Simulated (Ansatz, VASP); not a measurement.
## One calculation of BaTiO3, two programs

```
Ba Ti O
1.0
     2.82767    1.63255    2.34091
    -2.82767    1.63255    2.34091
     0.00000   -3.26511    2.34091
Ba Ti O
1 1 3
Direct
  0.99700 0.99700 0.99700
  0.48431 0.48431 0.48431
  0.51101 0.51101 0.01798
  0.01798 0.51101 0.51101
  0.51101 0.01798 0.51101
```

Change from the starting cell: z stretched by +1 %, ions relaxed.

Alike in both runs: functional PBE; k mesh 8 × 8 × 8; occupations fermi-dirac, width 0.02 eV; no spin polarisation.

Ansatz relaxed the structure, and its values are those at the end. VASP's run is a single point on that final structure, the one shown.

|  | VASP | Ansatz |
| --- | --- | --- |
| version | VASP 6.6.1 | Ansatz 0.2.0 |
| potentials or method | VASP PAW PBE potentials, release 64 (Ba_sv, Ti_sv, O) | plane-wave PAW, scalar-relativistic |
| plane-wave cutoff (eV) | 520 | 420 |
| valence electrons in the cell | 40 | 40 |

```csv
,VASP,Ansatz,Ansatz less VASP
gap on the k mesh at the Fermi level (eV),2.41,2.46,+0.053
pressure (GPa),5.2,3.5,-1.75
rms of the force components (eV/Å),0.031,0.005,-0.0260
```

Ansatz warned: «gradients_without_spin_orbit».

Caveats: spin-orbit coupling is left out, which moves the levels of the heavy elements. A k mesh can miss the band edges.
